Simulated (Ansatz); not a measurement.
Runs of Ansatz 0.2.0 on ZnS. Symmetry: F-43m, No. 216, cubic system. The conventional cell has a = 5.404 Å, b = 5.404 Å, c = 5.404 Å, α = 90.00°, β = 90.00°, γ = 90.00°. Around Zn (site symmetry -43m) lie 4 S at 2.34 Å. Around S (site symmetry -43m) lie 4 Zn at 2.34 Å. 

```tsv
task	level	cell	k mesh	cutoff (eV)	gap on the mesh (eV)	pressure (GPa)	relaxed volume (Å³/atom)
relaxation of cell and atoms	revPBE+D4	relaxed	9 × 9 × 9	-	2.35	0.0	19.21
relaxation of cell and atoms	PBEsol+D3(BJ)	relaxed	9 × 9 × 9	-	2.21	0.0	18.69
phonons	PBEsol	as given	7 × 7 × 7	303	(c)	-	-
relaxation of cell and atoms	RPBE+D4	relaxed	9 × 9 × 9	-	2.39	0.0	19.26
relaxation of cell and atoms	RPBE+D3(BJ)	relaxed	9 × 9 × 9	-	(b)	0.0	(a)
```

Alike in all rows: potentials or basis all-electron LAPW, scalar-relativistic; no spin polarisation; smearing fermi-dirac 0.05 eV; basis error allowed 0.001 eV/atom.

**Question.** Estimate the missing entries.

**Answer.** (a) 18.13; (b) 2.65; (c) 1.98.

Caveats: an odd mesh through Γ misses points on the zone boundary, where band edges often lie (some runs).

Runs at the PBE level aren't shown here.
